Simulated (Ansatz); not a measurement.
Input and command of a plane-wave DFT calculation in Ansatz:

```yaml
crystal:
  lattice:
    - [0.0, 1.9935421882, 1.9935421882]
    - [1.9935421882, 0.0, 1.9935421882]
    - [1.9935421882, 1.9935421882, 0.0]
  atoms:
    - { symbol: V, position: [0.0, 0.0, 0.0], spin: 2.0 }
basis:
  ecutwfc: 420
kpoints:
  mp_grid: { grid: [8, 8, 8] }
hamiltonian:
  xc: pbe
scf:
  occupations: { method: gaussian, width: 0.1 }
  lower_state_search: "off"
output:
  forces: true
  stress: true
  eigenvalues: true
  populations: true
magnetization:
  spin_polarized: true
```

```bash
ansatz run input.yaml --threads 1 --pin off --max-ram 2560MiB --backend cpu --events-out ev --progress --plain --runs-dir out
```

Processor: Arm Neoverse V2, 1 thread, on a host shared with other jobs.

Question: Estimate time, memory and problem size.

Answer: About 1.7 s on 1 thread of Arm Neoverse V2, with other jobs on the host, peak memory 0.25 GiB. It solves 12 bands at 29 k points (the mesh reduced by the symmetry that the task leaves, which can be less than the crystal's) with about 331 plane waves, in 23 SCF iterations.
